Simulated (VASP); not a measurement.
## What goes wrong when the modes of BaZrO3 are computed with a bad input

Aim: see how common mistakes in a phonon run show up, on BaZrO3. The starting structure is a measured crystal structure from the Crystallography Open Database.

Main program and level: VASP 6.6.1; Kohn-Sham DFT with plane waves and PAW; LDA.

### 1. Starting point

It takes space group Pm-3m (No. 221, cubic). The conventional cell has a = 4.191 Å, b = 4.191 Å, c = 4.191 Å, α = 90.00°, β = 90.00°, γ = 90.00°. Nearest to Ba lie 12 O at 2.96 Å. Nearest to Zr lie 6 O at 2.10 Å. O has 2 Zr at 2.10 Å and 4 Ba at 2.96 Å nearest. Farther neighbours and most contacts between anions are not listed.

Structure file:

```cif
data_structure
_symmetry_space_group_name_H-M 'Pm-3m'
_symmetry_Int_Tables_number 221
_cell_length_a 4.1913
_cell_length_b 4.1913
_cell_length_c 4.1913
_cell_angle_alpha 90.000
_cell_angle_beta 90.000
_cell_angle_gamma 90.000
_cell_volume 73.63
loop_
_atom_site_label
_atom_site_type_symbol
_atom_site_symmetry_multiplicity
_atom_site_Wyckoff_symbol
_atom_site_fract_x
_atom_site_fract_y
_atom_site_fract_z
_atom_site_occupancy
Ba1 Ba 1 a 0.00000 0.00000 0.00000 1
Zr1 Zr 1 b 0.50000 0.50000 0.50000 1
O1 O 3 c 0.50000 0.50000 0.00000 1
```

### 2. Reference modes

The cell comes from a relaxation at this level, not shown (71.95 Å³).

INCAR

```
SYSTEM = BaZrO3
PREC = Accurate
ENCUT = 520
EDIFF = 1E-08
NELM = 100
ISMEAR = 0
SIGMA = 0.03
LREAL = .FALSE.
ALGO = Normal
GGA = CA
NBANDS = 26
LORBIT = 11
LWAVE = .FALSE.
LCHARG = .FALSE.
KPAR = 4
IBRION = 8
LEPSILON = .TRUE.
ISIF = 2
```

POSCAR

```
BaZrO3
1.0
    4.1592118745      0.0000000000      0.0000000000
    0.0000000000      4.1592118745      0.0000000000
    0.0000000000      0.0000000000      4.1592118745
Ba Zr O
1 1 3
Direct
    0.0000000000      0.0000000000      0.0000000000
    0.5000000000      0.5000000000      0.5000000000
    0.5000000000      0.5000000000      0.0000000000
    0.5000000000      0.0000000000      0.5000000000
    0.0000000000      0.5000000000      0.5000000000
```

KPOINTS

```
Automatic mesh
0
Gamma
6 6 6
0 0 0
```

Potentials, in the order of the species: Ba_sv, Zr_sv and O (LDA family, release 64).

Started as:

```console
$ mpirun -np 4 vasp_std
```

What it wrote:

```text
[banner, memory and clock lines left out]
running    4 mpi-ranks, on    1 nodes
 distrk:  each k-point on    1 cores,    4 groups
 distr:  one band on    1 cores,    1 groups

 POSCAR found type information on POSCAR BaZrO
 POSCAR found :  3 types and       5 ions
 LDA part: xc-table for (Slater(with rela. corr.)+CA(PZ))
 , standard interpolation
 POSCAR, INCAR and KPOINTS ok, starting setup
 FFT: planning ... GRIDC
 FFT: planning ... GRID_SOFT
 FFT: planning ... GRID
 WAVECAR not read
 entering main loop
       N       E                     dE             d eps       ncg     rms          rms(c)
DAV:   1     0.310234541219E+03    0.31023E+03   -0.22090E+04  1040   0.151E+03
DAV:   2    -0.330644494382E+02   -0.34330E+03   -0.33653E+03  1286   0.370E+02
DAV:   3    -0.526567173758E+02   -0.19592E+02   -0.19545E+02  1686   0.850E+01
DAV:   4    -0.530629376957E+02   -0.40622E+00   -0.40591E+00  1456   0.104E+01
DAV:   5    -0.530735957202E+02   -0.10658E-01   -0.10657E-01  1472   0.121E+00    0.306E+01
DAV:   6    -0.459787293846E+02    0.70949E+01   -0.40363E+01  1260   0.406E+01    0.140E+01
DAV:   7    -0.458103186108E+02    0.16841E+00   -0.30331E+00  1430   0.100E+01    0.849E+00
DAV:   8    -0.457457210744E+02    0.64598E-01   -0.32807E-01  1322   0.434E+00    0.681E-01
DAV:   9    -0.457416345194E+02    0.40866E-02   -0.49243E-02  1542   0.130E+00    0.489E-01
DAV:  10    -0.457416021403E+02    0.32379E-04   -0.12589E-02  1408   0.946E-01    0.251E-01
DAV:  11    -0.457412490055E+02    0.35313E-03   -0.21866E-03  1286   0.406E-01    0.287E-02
DAV:  12    -0.457412505914E+02   -0.15860E-05   -0.11145E-04  1444   0.735E-02    0.264E-02
DAV:  13    -0.457412488552E+02    0.17362E-05   -0.84242E-06  1310   0.205E-02    0.259E-03
DAV:  14    -0.457412488826E+02   -0.27388E-07   -0.73192E-07  1506   0.676E-03    0.301E-03
DAV:  15    -0.457412488656E+02    0.16972E-07   -0.74925E-08  1370   0.239E-03    0.567E-04
DAV:  16    -0.457412488650E+02    0.59572E-09   -0.11315E-08   894   0.765E-04
   1 F= -.45741249E+02 E0= -.45741249E+02  d E =-.605029E-20
 Linear response reoptimize wavefunctions to high precision
DAV:   1    -0.457412488652E+02   -0.19327E-09   -0.24541E-09   824   0.348E-04
DAV:   2    -0.457412488653E+02   -0.61846E-10   -0.30199E-10   620   0.104E-04
 Linear response G [H, r] |phi>, progress :
  Direction:   1
       N       E                     dE             d eps       ncg     rms
RMM:   1    -0.138096960213E+03   -0.13810E+03    0.11246E+03  2244   0.156E+02
RMM:   2    -0.134253057856E+03    0.38439E+01   -0.41511E+01  1915   0.303E+01
RMM:   3    -0.135565275683E+03   -0.13122E+01   -0.83258E+00  2207   0.908E+00
RMM:   4    -0.135924801729E+03   -0.35953E+00   -0.13464E+00  2347   0.339E+00
RMM:   5    -0.135998057005E+03   -0.73255E-01   -0.26244E-01  2404   0.131E+00
RMM:   6    -0.136011916926E+03   -0.13860E-01    0.22325E-01  2429   0.563E-01
RMM:   7    -0.136014888522E+03   -0.29716E-02    0.26582E-01  2410   0.298E-01
RMM:   8    -0.136015829934E+03   -0.94141E-03    0.16530E-01  2396   0.175E-01
RMM:   9    -0.136016234944E+03   -0.40501E-03    0.13659E-01  2398   0.115E-01
RMM:  10    -0.136016458746E+03   -0.22380E-03    0.10205E-01  2364   0.803E-02
RMM:  11    -0.136016573723E+03   -0.11498E-03    0.75560E-02  2348   0.591E-02
RMM:  12    -0.136016629879E+03   -0.56156E-04    0.56761E-02  2331   0.463E-02
RMM:  13    -0.136016662132E+03   -0.32253E-04    0.39278E-02  2301   0.372E-02
RMM:  14    -0.136016675256E+03   -0.13124E-04    0.28990E-02  2281   0.319E-02
RMM:  15    -0.136016690860E+03   -0.15603E-04    0.19348E-02  2263   0.278E-02
RMM:  16    -0.136016687943E+03    0.29167E-05    0.13635E-02  2234   0.256E-02
RMM:  17    -0.136016704039E+03   -0.16096E-04    0.95888E-03  2214   0.238E-02
RMM:  18    -0.136016703390E+03    0.64833E-06    0.66708E-03  2175   0.228E-02
RMM:  19    -0.136016662096E+03    0.41295E-04    0.55046E-03  2130   0.221E-02
RMM:  20    -0.136016707023E+03   -0.44928E-04    0.37273E-03  2095   0.217E-02
 Linear response G [H, r] |phi>, progress :
  Direction:   2
       N       E                     dE             d eps       ncg     rms
RMM:   1    -0.153824890996E+03   -0.15382E+03    0.10040E+03  2259   0.158E+02
RMM:   2    -0.151714963863E+03    0.21099E+01   -0.58671E+01  1897   0.321E+01
RMM:   3    -0.153547191542E+03   -0.18322E+01   -0.12508E+01  2282   0.106E+01
RMM:   4    -0.153990245279E+03   -0.44305E+00   -0.17704E+00  2447   0.393E+00
RMM:   5    -0.154074051226E+03   -0.83806E-01   -0.37407E-01  2501   0.155E+00
RMM:   6    -0.154091550112E+03   -0.17499E-01    0.32307E-01  2537   0.639E-01
RMM:   7    -0.154093869959E+03   -0.23198E-02   -0.25015E-01  2513   0.321E-01
RMM:   8    -0.154095471147E+03   -0.16012E-02   -0.90784E-02  2496   0.185E-01
RMM:   9    -0.154095898526E+03   -0.42738E-03   -0.13084E-01  2477   0.120E-01
RMM:  10    -0.154095993907E+03   -0.95382E-04   -0.67980E-02  2473   0.848E-02
RMM:  11    -0.154096065062E+03   -0.71155E-04   -0.67478E-02  2428   0.622E-02
RMM:  12    -0.154096107277E+03   -0.42215E-04   -0.42306E-02  2412   0.496E-02
RMM:  13    -0.154096267763E+03   -0.16049E-03   -0.35683E-02  2372   0.402E-02
RMM:  14    -0.154096287239E+03   -0.19476E-04   -0.25553E-02  2364   0.352E-02
RMM:  15    -0.154096312468E+03   -0.25229E-04   -0.18481E-02  2330   0.311E-02
[...]
RMM:   7    -0.706040547605E+00    0.82433E-06   -0.28538E-05  4542   0.142E-02    0.161E-03
RMM:   8    -0.706042672297E+00   -0.21247E-05    0.14481E-05  4825   0.733E-03    0.896E-04
RMM:   9    -0.706046170721E+00   -0.34984E-05    0.11940E-05  4907   0.444E-03    0.265E-04
RMM:  10    -0.706048060168E+00   -0.18894E-05    0.12385E-05  4911   0.302E-03    0.109E-04
RMM:  11    -0.706048510002E+00   -0.44983E-06    0.95240E-06  5132   0.219E-03    0.139E-04
RMM:  12    -0.706047621492E+00    0.88851E-06    0.83649E-06  4957   0.175E-03    0.164E-04
RMM:  13    -0.706048084516E+00   -0.46302E-06    0.57970E-06  5012   0.146E-03    0.171E-04
RMM:  14    -0.706045470381E+00    0.26141E-05    0.48829E-06  4710   0.135E-03    0.273E-04
[...]
RMM:  18    -0.706052994613E+00   -0.24749E-06    0.90231E-07  4977   0.894E-04    0.977E-05
RMM:  19    -0.706054107944E+00   -0.11133E-05    0.40444E-07  4822   0.828E-04    0.757E-05
RMM:  20    -0.706055128210E+00   -0.10203E-05    0.20336E-07  4921   0.784E-04    0.537E-05
RMM:  21    -0.706056792345E+00   -0.16641E-05   -0.26437E-08  4912   0.768E-04    0.105E-05
RMM:  22    -0.706056791560E+00    0.78482E-09   -0.24871E-07  5102   0.704E-04    0.171E-05
RMM:  23    -0.706057024326E+00   -0.23277E-06   -0.47624E-07  5155   0.674E-04    0.150E-05
RMM:  24    -0.706057182698E+00   -0.15837E-06   -0.55300E-07  5165   0.651E-04    0.157E-05
RMM:  25    -0.706057332070E+00   -0.14937E-06   -0.58104E-07  5255   0.630E-04    0.160E-05
 first order change of Fermi-energy  -0.12848E-01
 force on displaced ion       2 direction 1 :  -9.661  -0.000   0.000
 Born effective charge ion    2 direction 1 :   6.115   0.000   0.000
 Linear response progress:
  Degree of freedom:   3/  4
       N       E                     dE             d eps       ncg     rms          rms(c)
RMM:   1    -0.369199822372E+00   -0.36920E+00    0.19836E-01  6468   0.255E+00
RMM:   2    -0.360114974455E+00    0.90848E-02   -0.10514E-02  5760   0.361E-01    0.117E-01
RMM:   3    -0.361293767157E+00   -0.11788E-02   -0.15899E-03  5690   0.143E-01    0.597E-02
RMM:   4    -0.362721168990E+00   -0.14274E-02   -0.73532E-04  5784   0.111E-01    0.152E-02
RMM:   5    -0.362746389579E+00   -0.25221E-04   -0.13541E-04  6851   0.340E-02    0.419E-03
RMM:   6    -0.362775423196E+00   -0.29034E-04   -0.16269E-05  7350   0.116E-02    0.149E-03
RMM:   7    -0.362768621422E+00    0.68018E-05    0.64761E-06  7352   0.528E-03    0.514E-04
RMM:   8    -0.362770625791E+00   -0.20044E-05    0.24140E-05  7869   0.282E-03    0.256E-04
RMM:   9    -0.362770974444E+00   -0.34865E-06    0.58729E-06  7679   0.180E-03    0.101E-04
RMM:  10    -0.362771460297E+00   -0.48585E-06    0.86365E-06  8009   0.127E-03    0.504E-05
RMM:  11    -0.362771786608E+00   -0.32631E-06    0.23110E-06  7938   0.941E-04    0.323E-05
RMM:  12    -0.362772246193E+00   -0.45959E-06    0.38009E-06  8023   0.762E-04    0.214E-05
RMM:  13    -0.362772265724E+00   -0.19530E-07    0.14522E-06  8128   0.630E-04    0.149E-05
RMM:  14    -0.362772506194E+00   -0.24047E-06    0.11739E-06  7899   0.557E-04    0.994E-06
[...]
RMM:  45    -0.362772645695E+00   -0.18147E-07   -0.32811E-07  6679   0.391E-04    0.190E-06
RMM:  46    -0.362772663475E+00   -0.17780E-07    0.41721E-08  6646   0.390E-04    0.257E-06
RMM:  47    -0.362772662205E+00    0.12692E-08   -0.33312E-07  6699   0.391E-04    0.188E-06
RMM:  48    -0.362772666496E+00   -0.42907E-08   -0.25959E-07  6612   0.390E-04    0.234E-06
RMM:  49    -0.362772656063E+00    0.10433E-07   -0.28510E-07  6631   0.391E-04    0.189E-06
RMM:  50    -0.362772665842E+00   -0.97783E-08   -0.23236E-07  6581   0.391E-04    0.227E-06
RMM:  51    -0.362772678183E+00   -0.12341E-07   -0.33283E-07  6636   0.391E-04    0.192E-06
RMM:  52    -0.362772656997E+00    0.21186E-07   -0.18432E-07  6578   0.391E-04    0.208E-06
 first order change of Fermi-energy  -0.75828E-03
 force on displaced ion       3 direction 1 :  -2.401   0.000   0.000
 Born effective charge ion    3 direction 1 :  -2.024   0.000   0.000
 Linear response progress:
  Degree of freedom:   4/  4
       N       E                     dE             d eps       ncg     rms          rms(c)
RMM:   1    -0.380928021609E+00   -0.38093E+00    0.17817E-01  4070   0.272E+00
RMM:   2    -0.367379770217E+00    0.13548E-01   -0.40526E-02  3780   0.575E-01    0.164E-01
RMM:   3    -0.368830113428E+00   -0.14503E-02   -0.40397E-03  3603   0.243E-01    0.911E-02
RMM:   4    -0.370603464105E+00   -0.17734E-02   -0.15306E-03  3838   0.153E-01    0.289E-02
RMM:   5    -0.370915623024E+00   -0.31216E-03   -0.32555E-04  4186   0.573E-02    0.903E-03
RMM:   6    -0.370961686531E+00   -0.46064E-04   -0.58497E-05  4498   0.213E-02    0.405E-03
RMM:   7    -0.370935228994E+00    0.26458E-04   -0.92613E-05  4277   0.106E-02    0.901E-04
RMM:   8    -0.370940266615E+00   -0.50376E-05   -0.67061E-05  4593   0.510E-03    0.374E-04
RMM:   9    -0.370943274636E+00   -0.30080E-05   -0.33137E-05  4572   0.302E-03    0.197E-04
RMM:  10    -0.370942618627E+00    0.65601E-06   -0.28067E-05  4756   0.183E-03    0.760E-05
RMM:  11    -0.370942672400E+00   -0.53773E-07   -0.13821E-05  4913   0.126E-03    0.810E-05
RMM:  12    -0.370942722636E+00   -0.50236E-07   -0.10519E-05  4823   0.958E-04    0.590E-05
RMM:  13    -0.370942769324E+00   -0.46688E-07   -0.75163E-06  5015   0.762E-04    0.569E-05
RMM:  14    -0.370943072671E+00   -0.30335E-06   -0.46199E-06  4573   0.674E-04    0.335E-05
[...]
RMM:  22    -0.370943403624E+00   -0.36522E-08    0.46017E-07  4699   0.422E-04    0.146E-05
RMM:  23    -0.370943418059E+00   -0.14435E-07   -0.26748E-07  4567   0.418E-04    0.385E-06
RMM:  24    -0.370943389202E+00    0.28856E-07    0.65965E-07  4575   0.416E-04    0.105E-05
RMM:  25    -0.370943407396E+00   -0.18193E-07   -0.44005E-08  4473   0.414E-04    0.180E-06
RMM:  26    -0.370943460106E+00   -0.52710E-07    0.64548E-07  4291   0.412E-04    0.797E-06
RMM:  27    -0.370943405946E+00    0.54160E-07   -0.36042E-08  4149   0.411E-04    0.194E-06
RMM:  28    -0.370943433326E+00   -0.27380E-07    0.70324E-07  4296   0.411E-04    0.625E-06
RMM:  29    -0.370943441992E+00   -0.86654E-08   -0.22726E-08  4203   0.410E-04    0.293E-06
 first order change of Fermi-energy  -0.26071E-02
 force on displaced ion       3 direction 3 :   0.000   0.000 -13.897
 Born effective charge ion    3 direction 3 :   0.000   0.000  -4.811
 Born effective charges drift removed
 Linear response finished
```

The job ended after 13 min (4 MPI ranks of AMD EPYC 7R43, shared host; peak memory 1.8 GiB).

Lines that name or quote the potential files are left out of all logs, and their timing lines are given in words.

[end of part 1 of 3]

[Lines on the potential files, build, host, timing and source positions are cut from VASP's logs without a mark.]

[Logs are printed without paths, hosts, clocks, repeated set-up lines and the standing remarks that a program may print on its own settings, such as how far it seeks lower states.]

[Hosts, paths, dates, database ids (printed as entryN), source tags and the programs' standing remarks are cut or masked in the printed files.]
